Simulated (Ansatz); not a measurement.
Crystal: GaAs.

```xyz
2
Lattice="0.0000 2.8268 2.8268 2.8268 0.0000 2.8268 2.8268 2.8268 0.0000" Properties=species:S:1:pos:R:3 pbc="T T T"
As    4.2403    4.2403    4.2403
Ga    0.0000    0.0000    0.0000
```

Base run:

```yaml
Program: Ansatz 0.2.0
Functional: BHLYP
Potentials_or_basis: Ansatz PAW
Cutoff: 420 eV
Density_cutoff: 1680 eV
k_mesh: 5 × 5 × 5
Occupations: fermi-dirac, width 0.05 eV
Spin: no spin polarisation
```

Its results: band gap on the k mesh 3.60 eV, direct.

Q: The run is repeated on the same cell with these changes: functional from BHLYP to r2SCAN; cutoff from 420 eV to 500 eV; density cutoff from 1680 eV to 2000 eV. What comes out?

A: Band gap on the k mesh 1.01 eV, direct.

BHLYP gives the wider gap, since exact exchange removes part of the self-interaction.

Caveats: odd divisions of the mesh miss points on the zone boundary, where band edges often lie, so the gap on the mesh can be too wide (some runs); the density of states is complete only up to the lowest level of the last band computed (some runs).

Not every run made on this cell is shown here.
